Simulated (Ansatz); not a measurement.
# ZrB2 (AlB2-type structure)

**What was measured.** A cell as deposited of hexagonal ZrB2 (space group P6/mmm), temperature not stated, from the Crystallography Open Database (1972), has a, c = 3.165, 3.520 Å and 10.18 Å³/atom.

The computed numbers are results of PBE, scalar-relativistic (no spin polarisation) in the plane-wave PAW code Ansatz at 420 eV, Γ-centred 12×12×10 mesh, 0.05 eV Gaussian smearing. The datasets are Ansatz's generated set soft_2.

```cif
data_structure
_symmetry_space_group_name_H-M 'P 1'
_symmetry_Int_Tables_number 1
_cell_length_a 3.1710
_cell_length_b 3.1710
_cell_length_c 3.5428
_cell_angle_alpha 90.000
_cell_angle_beta 90.000
_cell_angle_gamma 120.000
_cell_volume 30.85
loop_
_atom_site_label
_atom_site_type_symbol
_atom_site_fract_x
_atom_site_fract_y
_atom_site_fract_z
_atom_site_occupancy
Zr1 Zr 0.00000 0.00000 0.00000 1
B1 B 0.33333 0.66667 0.50000 1
B2 B 0.66667 0.33333 0.50000 1
```

The start was a prototype's sites filled with these elements; the Crystallography Open Database holds the compound in this structure.

The cell above was scaled in volume, and shape and atoms were relaxed at each volume within its symmetry. Energies are counted from the cell above.

The cell is relaxed to zero pressure at this level.

```
V (Å³/atom)  ΔE (meV/atom)  P from the stress (GPa)
      9.718          25.28                    15.02
      9.872          13.02                    10.50
     10.078           3.14                     4.98
     10.283           0.00                    -0.02
     10.489           2.98                    -4.54
     10.695          11.48                    -8.65
     11.003          33.49                   -14.08
     11.312          65.22                   -18.77
```

Do the energies and the pressures agree? Compare −ΔE/ΔV between neighbouring points (1 meV/Å³ = 0.1602 GPa) with the mean of their pressures.

```json
{"interval (Å³/atom)": "9.72 to 9.87", "−ΔE/ΔV (GPa)": "12.7", "mean P (GPa)": "12.8"}
{"interval (Å³/atom)": "9.87 to 10.08", "−ΔE/ΔV (GPa)": "7.7", "mean P (GPa)": "7.7"}
{"interval (Å³/atom)": "10.08 to 10.28", "−ΔE/ΔV (GPa)": "2.4", "mean P (GPa)": "2.5"}
{"interval (Å³/atom)": "10.28 to 10.49", "−ΔE/ΔV (GPa)": "-2.3", "mean P (GPa)": "-2.3"}
{"interval (Å³/atom)": "10.49 to 10.69", "−ΔE/ΔV (GPa)": "-6.6", "mean P (GPa)": "-6.6"}
{"interval (Å³/atom)": "10.69 to 11.00", "−ΔE/ΔV (GPa)": "-11.4", "mean P (GPa)": "-11.4"}
{"interval (Å³/atom)": "11.00 to 11.31", "−ΔE/ΔV (GPa)": "-16.5", "mean P (GPa)": "-16.4"}
```
They differ by 0.07 GPa at most.

What do the two routes give for V0, B0 and B0′?

A third-order Birch–Murnaghan fit of the energies: V0 = 10.28 Å³/atom, B0 = 238 GPa, B0′ = 4.0. A polynomial of P in ln V, with B = −dP/d ln V at P = 0: V0 = 10.28 Å³/atom, B0 = 238 GPa, B0′ = 4.0.

B0·V0 = 237.8 GPa × 10.28 Å³ = 15.26 eV/atom sets the scale: near the minimum ΔE ≈ ½ B0 V0 x², with x = V/V0 − 1, and a pressure of 2.4 GPa squeezes the volume by about 1 %. At the ends of the curve: x = −5.5 % predicts 23.0 meV/atom and the run gives 25.3; x = +10.0 % predicts 76.4 meV/atom and the run gives 65.2. The lopsidedness is anharmonic: atoms resist being pushed together more than being pulled apart.

**Against experiment.** PBE gives 3.171, 3.543 Å and 10.28 Å³/atom, +1.0 % in volume (+0.3 % in length) from the database's cell. PBE usually overestimates volumes by a few per cent. The run is a metal.

ZrB2 comes out as a stiff metal, with a bulk modulus of 238 GPa, in keeping with its character as a refractory diboride. The stiffness reflects two kinds of bonding: strong covalent B–B bonds within the honeycomb sheets, and Zr d–B p hybridisation that ties the sheets to the metal layers. Zirconium also donates charge to the boron network, filling bonding states, while the remaining d character at the Fermi level keeps the compound metallic.

The small excess in volume over the measured cell is not isotropic: c is overestimated proportionally more than a. This suggests that the Zr–B contacts between layers are more compliant than the boron sheets, so a slight underbinding shows up mainly along the stacking axis. The match between energies and stresses supports the equation of state as internally consistent, but does not test the functional's accuracy. Hardness does not follow from the bulk modulus, since it depends on resistance to shear and on plastic flow, which hydrostatic compression does not probe.
